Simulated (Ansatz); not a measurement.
**SrO (Fm-3m) as a strained film**

```
CELL_PARAMETERS angstrom
2.56144 2.56144 0.00000
-2.56144 2.56144 0.00000
0.00000 2.56144 2.56144
ATOMIC_POSITIONS crystal
Sr 0.50000 0.50000 0.00000
O 0.00000 0.00000 0.00000
```

This cell was relaxed by PAW under PBEsol. A film on a (001) substrate is mimicked by stretching x and y by ε∥; the length along z and the atoms then relax by PAW (default files of Ansatz 0.2.0, cutoff 420 eV, stress met within about 0.05 GPa). Stress and levels come from PBEsol, all-electron LAPW in Ansatz 0.2.0, with spin-orbit coupling; k mesh 8×8×8, fixed occupations, basis error target 0.5 meV/atom. Conduction levels are in eV over the valence top, at fixed fractional wave vectors; spin-orbit pairs are averaged.

| ε∥ (%) | ε⊥ (%) | σ∥ (GPa, tension positive) | X ⊥ z | X ∥ z | Γ | L (oblique) | 2nd valence level at Γ | 3rd |
| --- | --- | --- | --- | --- | --- | --- | --- | --- |
| -2.0 | 1.106 | -4.72 | 3.075 | 3.184 | 4.053 | 6.635 | -0.040 | -0.154 |
| -1.0 | 0.512 | -2.20 | 3.126 | 3.180 | 3.992 | 6.598 | -0.028 | -0.098 |
| -0.5 | 0.243 | -1.05 | 3.150 | 3.177 | 3.954 | 6.578 | -0.017 | -0.077 |
| 0.0 | 0.000 | 0.03 | 3.174 | 3.174 | 3.910 | 6.555 | 0.000 | -0.064 |
| 0.5 | -0.300 | 1.01 | 3.176 | 3.147 | 3.846 | 6.511 | -0.023 | -0.078 |
| 1.0 | ? | ? | ? | ? | ? | ? | ? | ? |
| 2.0 | -1.035 | 3.62 | 3.175 | 3.063 | 3.625 | 6.366 | -0.096 | -0.140 |

The last two columns are counted from the highest valence level at Γ.

Problem. How does the film contract along z, and how stiff is it in the plane?

Solution. Quadratic fits through the 6 rows shown have slopes dε⊥/dε∥ = -0.534 and dσ∥/dε∥ = 208.3 GPa at zero strain. Elasticity asks −2C12/C11 = -0.532 and C11 + C12 − 2C12²/C11 = 206.3 GPa, from PAW constants C11 = 183.5, C12 = 48.8 GPa. At the level of the σ∥ column the films keep up to 0.07 GPa along z against the unstrained cell, and the constants are scalar-relativistic PAW values, so part of the difference is the change of level.

Problem. And the uniaxial potential of the lowest valleys?

Solution. The valley along z moves against those in the plane by Ξu(ε⊥ − ε∥): from 0.0267 to -0.0292 eV between the two smallest strains, so Ξu = 3.62 eV.

Problem. Fill the row at ε∥ = 1.0 %.

Solution. The fits give ε⊥ = -0.544 % and σ∥ = 1.96 GPa. Computed: ε⊥ (%) = -0.519, σ∥ (GPa, tension positive) = 1.95, X ⊥ z = 3.177, X ∥ z = 3.121, Γ = 3.773, L (oblique) = 6.463, 2nd valence level at Γ = -0.046, 3rd = -0.096. The levels have a kink at zero strain, where another valence state takes the top, so one parabola doesn't fit them.

Problem. How fast does the least gap among these points move on each side of zero strain?

Solution. dE_g/dε∥ is 48 meV per % on the compressed side and -54 on the stretched side, so the gap falls either way. The lowest conduction level lies at X ⊥ z under the strongest compression and at X ∥ z under the strongest tension.

Limits of these numbers: the frozen-core PAW files of the relaxations were fitted under PBE, their cores solved anew for this functional; semilocal gaps are low, and the spacing of valleys can be off by tenths of an eV; levels are read at fixed fractional k, so an edge that moves off these points is missed.
